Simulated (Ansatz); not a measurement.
A decomposition energy, worked out: Cd6Te

All numbers below come from DFT PBE, scalar-relativistic, plane waves, PAW (Ansatz). All cells share a 420 eV cutoff and Γ-centred k meshes spaced about 0.3 Å⁻¹ or finer (0.25 for metals, 2π included). No spin polarisation.

The zero of energy is the elements' standard structures at the same level; no fitted shifts are applied.

Temperature and zero-point effects are left out. These runs have no spin–orbit coupling, which can matter for Te. The reference form of Te is held partly by dispersion forces, which this level lacks.

A trial structure of Cd6Te (reached from: a cell proposed by chemical analogy; relaxed: space group P4/mmm (No. 123), a = 4.501 Å, c = 8.941 Å) has a formation energy of -0.021 eV/atom. At its composition the lowest mixture among the elements and 1 reference phase computed alike (others may be missing) consists of these:

| phase | source | ΔE_f (eV/atom) |
| --- | --- | --- |
| Cd (solid) | element | -0.006 |
| CdTe (F-43m) | COD | -0.464 |

The lowest database cell of Cd (-0.006) lies slightly below the reference, hence the non-zero entry.

Question: Write the balanced decomposition and find its energy per atom, per formula unit and per mole of formula units.

Answer: Balancing Cd and Te gives Cd6Te → 5 Cd + CdTe. The left side holds 7 atoms, and the products take 5/7 (Cd) and 2/7 (CdTe) of them. The mixture therefore lies at 5/7 × (-0.006) + 2/7 × (-0.464) = -0.137 eV/atom. The reaction energy is -0.137 − (-0.021) = -0.116 eV/atom. Times 7 atoms that is -0.812 eV per Cd6Te, and times 96.485 it is -78 kJ per mole of Cd6Te. Decomposition is downhill, so the trial structure is unstable against this mixture.
